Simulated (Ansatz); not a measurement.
Geometry optimisation, Ansatz, DFT PBE-D3(BJ), scalar-relativistic, plane waves, PAW.

Input:

```yaml
crystal:
  lattice:
    - [7.398, 0.0, 0.0]
    - [-3.699, 6.406856, 0.0]
    - [0.0, 0.0, 13.0]
  atoms:
    - { symbol: C, position: [0.0, 0.0, 0.0769231] }
    - { symbol: C, position: [0.2222222, 0.1111111, 0.0769231] }
    - { symbol: C, position: [0.0, 0.3333333, 0.0769231] }
    - { symbol: C, position: [0.2222222, 0.4444444, 0.0769231] }
    - { symbol: C, position: [0.0, 0.6666667, 0.0769231] }
    - { symbol: C, position: [0.2222222, 0.7777778, 0.0769231] }
    - { symbol: C, position: [0.3333333, 0.0, 0.0769231] }
    - { symbol: C, position: [0.5555556, 0.1111111, 0.0769231] }
    - { symbol: C, position: [0.3333333, 0.3333333, 0.0769231] }
    - { symbol: C, position: [0.5555556, 0.4444444, 0.0769231] }
    - { symbol: C, position: [0.3333333, 0.6666667, 0.0769231] }
    - { symbol: C, position: [0.5555556, 0.7777778, 0.0769231] }
    - { symbol: C, position: [0.6666667, 0.0, 0.0769231] }
    - { symbol: C, position: [0.8888889, 0.1111111, 0.0769231] }
    - { symbol: C, position: [0.6666667, 0.3333333, 0.0769231] }
    - { symbol: C, position: [0.8888889, 0.4444444, 0.0769231] }
    - { symbol: C, position: [0.6666667, 0.6666667, 0.0769231] }
    - { symbol: C, position: [0.8888889, 0.7777778, 0.0769231] }
    - { symbol: C, position: [0.7454058, 0.5911202, 0.2261538] }
    - { symbol: H, position: [0.8175592, 0.7516136, 0.1984615] }
    - { symbol: H, position: [0.5848419, 0.5020193, 0.1984615] }
    - { symbol: H, position: [0.8331157, 0.5181694, 0.1984615] }
    - { symbol: H, position: [0.7454058, 0.5911202, 0.31] }
basis:
  ecutwfc: 420.0
kpoints:
  mp_grid: { grid: [2, 2, 1] }
hamiltonian:
  xc: pbe
  dispersion: d3bj
scf:
  occupations: { method: gaussian, width: 0.02 }
  lower_state_search: "off"
relax:
  f_tol: 0.03
  max_steps: 60
  adjacent_minimum: "off"
```

Command:

```bash
$ ansatz run input.yaml --threads 1 --pin off --max-ram 3072MiB --backend cpu --events-out ev --progress --plain --runs-dir out
```

Problem. Where does it end, and by what steps?

Solution. The run converged. Limits of this set-up: slab without dipole correction. After 10 steps the energy has fallen by 4.541 eV; H20 moved furthest, 1.22 Å.

| step | energy less start (eV) | largest force component (eV/Å) | accepted |
| --- | --- | --- | --- |
| 0 | 0.0000 | 6.026 | yes |
| 1 | -2.4673 | 1.725 | yes |
| 2 | -3.6330 | 1.070 | yes |
| 3 | -4.1102 | 1.048 | yes |
| 4 | -4.3685 | 0.835 | yes |
| 5 | -4.4937 | 0.436 | yes |
| 6 | -4.5350 | 0.180 | yes |
| 7 | -4.5236 | 0.568 | no |
| 8 | -4.5392 | 0.069 | yes |
| 9 | -4.5404 | 0.057 | yes |
| 10 | -4.5407 | 0.019 | yes |

```xyz
23
Lattice="7.3980 0.0000 0.0000 -3.6990 6.4069 0.0000 0.0000 0.0000 13.0000" Properties=species:S:1:pos:R:3
C 0.031 -0.026 0.680
C 1.271 0.690 0.682
C -1.209 2.122 0.683
C 0.031 2.839 0.682
C -2.428 4.258 0.676
C -1.209 4.961 0.682
C 2.490 -0.013 0.682
C 3.730 0.703 0.682
C 1.271 2.122 0.680
C 2.489 2.826 0.673
C 0.031 4.245 0.682
C 1.271 4.961 0.678
C 4.970 -0.013 0.682
C 6.189 0.690 0.682
C 3.730 2.110 0.677
C 4.970 2.826 0.678
C 2.489 4.258 0.671
C 3.730 4.974 0.673
C 3.217 3.848 4.099
H 3.137 4.895 3.786
H 2.319 3.306 3.782
H 4.097 3.395 3.630
H 3.313 3.796 5.189
```

Time of the run: 40 s on 1 thread of Intel(R) Xeon(R) 6975P-C (Granite Rapids), with other jobs on the host, peak memory 0.73 GiB.
